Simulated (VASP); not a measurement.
# SiC (Fm-3m) in VASP: further runs, part 2 of 2

VASP 6.6.1. Earlier steps stand in the parts before.

## 3. Relaxation of cell and atoms, r2SCAN

INCAR

```
PREC     = Accurate       # precision mode
ENCUT    = 600            # plane-wave cutoff, eV
EDIFF    = 1E-6           # SCF threshold, eV
ISMEAR   = 0              # smearing method
SIGMA    = 0.03           # smearing width, eV
LREAL    = False          # projectors in reciprocal space
LASPH    = True           # aspherical terms in the spheres
NELM     = 80             # most SCF steps
ALGO     = Normal         # electronic algorithm
ISIF     = 3              # what is computed and relaxed
LWAVE    = False          # write WAVECAR
LCHARG   = False          # write CHGCAR
METAGGA  = R2SCAN         # meta-GGA
LMIXTAU  = True         
IBRION   = 2              # ionic algorithm
NSW      = 90             # ionic steps
EDIFFG   = -0.01          # ionic threshold
```

KPOINTS

```
Automatic mesh
0
Gamma
  12 12 12
```

POSCAR

```
SiC
1.0
    0.0000000000      2.1192710500      2.1192710500
    2.1192710500      0.0000000000      2.1192710500
    2.1192710500      2.1192710500      0.0000000000
Si C
1 1
Direct
    0.0000000000      0.0000000000      0.0000000000
    0.5000000000      0.5000000000      0.5000000000
```

Potentials or basis: VASP PAW PBE potentials, release 64 (Si, C).

On the command line:

```
> cat potpaw_PBE.64/Si/POTCAR potpaw_PBE.64/C/POTCAR > POTCAR
> mpirun -np 1 vasp_std > vasp.out
```

Wall time 54 s (1 thread of Intel Xeon 6975P-C (Granite Rapids), shared host); peak memory 0.14 GiB.

The run converged. Its results:

| Quantity | Value |
| --- | --- |
| Free energy | -17.6650 eV |
| Relaxed volume | 8.15 Å³/atom |
| Relaxed cell | a = 2.846 Å, b = 2.846 Å, c = 2.846 Å, α = 60.00°, β = 60.00°, γ = 60.00° |
| Space group after relaxing (to 0.05 Å) | Fm-3m (No. 225) |
| Energy gained by relaxing | 140.0 meV/atom |
| Ionic steps | 4 |
| Pressure after relaxing | 0.2 GPa |
| Band gap on the k mesh | none (metal or under the smearing width) |

The path:
| step | energy change (eV) | largest force (eV/Å) | pressure (GPa) | volume (Å³) |
| --- | --- | --- | --- | --- |
| 1 | 0.0000 | 0.0000 | -28.38 | 19.04 |
| 2 | -0.1298 | 0.0000 | 33.84 | 14.76 |
| 3 | -0.2798 | 0.0000 | -0.60 | 16.35 |
| 4 | -0.2799 | 0.0000 | 0.18 | 16.30 |

Final structure:
```yaml
crystal:
  lattice:
    - [0.00000, 2.01225, 2.01225]
    - [2.01225, 0.00000, 2.01225]
    - [2.01225, 2.01225, 0.00000]
  atoms:
    - { symbol: Si, position: [0.00000, 0.00000, 0.00000] }
    - { symbol: C, position: [0.50000, 0.50000, 0.50000] }
```

Levels at points of the mesh, in eV from the Fermi level:
```csv
k point,band 1,band 2,band 3,band 4,band 5,band 6,band 7,band 8
"(0.00, 0.00, 0.00)",-19.70,-0.04,-0.04,-0.04,8.43,9.36,9.36,9.36
"(0.50, 0.00, 0.00)",-14.33,-12.20,-1.24,-1.24,5.69,5.69,6.52,10.75
"(0.50, 0.50, 0.00)",-12.45,-10.45,-4.68,-4.68,-0.65,2.84,16.21,16.21
```

Caveat: the PAW data sets were made with another functional, which shifts forces and pressure a little.

## 4. Relaxation of cell and atoms, r2SCAN

This run uses another cell than the first one, of 8.15 Å³/atom, 0.856 times its volume.

INCAR, as its differences from that of step 3:

```diff
@@ -2,3 +2,3 @@
 ENCUT    = 600            # plane-wave cutoff, eV
-EDIFF    = 1E-6           # SCF threshold, eV
+EDIFF    = 1E-7           # SCF threshold, eV
 ISMEAR   = 0              # smearing method
@@ -16,2 +16,2 @@
 NSW      = 90             # ionic steps
-EDIFFG   = -0.01          # ionic threshold
+EDIFFG   = -0.005         # ionic threshold
```

KPOINTS is that of step 3.

POSCAR

```
SiC                                     
1.0
   -0.0000000000      2.0122517714      2.0122517714
    2.0122517714     -0.0000000000      2.0122517714
    2.0122517714      2.0122517714     -0.0000000000
  Si              C             
     1     1
Direct
     1.0000000000000000    0.0000000000000000    1.0000000000000000
     0.5000000000000000    0.5000000000000000    0.5000000000000000
```

On the command line:

```
> cat potpaw_PBE.64/Si/POTCAR potpaw_PBE.64/C/POTCAR > POTCAR
> mpirun -np 1 vasp_std > vasp.out
```

Wall time 41 s (1 thread of Intel Xeon 6975P-C (Granite Rapids), shared host); peak memory 0.14 GiB.

It converged, with:

| Quantity | Value |
| --- | --- |
| Free energy | -17.6603 eV |
| Relaxed volume | 8.16 Å³/atom |
| Relaxed cell | a = 2.847 Å, b = 2.847 Å, c = 2.847 Å, α = 60.00°, β = 60.00°, γ = 60.00° |
| Space group after relaxing (to 0.05 Å) | Fm-3m (No. 225) |
| Energy gained by relaxing | 0.0 meV/atom |
| Ionic steps | 3 |
| Pressure after relaxing | 0.0 GPa |
| Band gap on the k mesh | none (metal or under the smearing width) |

Final structure:
```yaml
crystal:
  lattice:
    - [0.00000, 2.01294, 2.01294]
    - [2.01294, 0.00000, 2.01294]
    - [2.01294, 2.01294, 0.00000]
  atoms:
    - { symbol: Si, position: [0.00000, 0.00000, 0.00000] }
    - { symbol: C, position: [0.50000, 0.50000, 0.50000] }
```

Levels at points of the mesh, in eV from the Fermi level:
```tsv
k point	band 1	band 2	band 3	band 4	band 5	band 6	band 7	band 8
(0.00, 0.00, 0.00)	-19.69	-0.04	-0.04	-0.04	8.41	9.36	9.36	9.36
(0.50, 0.00, 0.00)	-14.32	-12.18	-1.24	-1.24	5.69	5.69	6.52	10.74
(0.50, 0.50, 0.00)	-12.44	-10.44	-4.67	-4.67	-0.65	2.85	16.20	16.20
```

Caveat: the PAW data sets were made with another functional, which shifts forces and pressure a little.
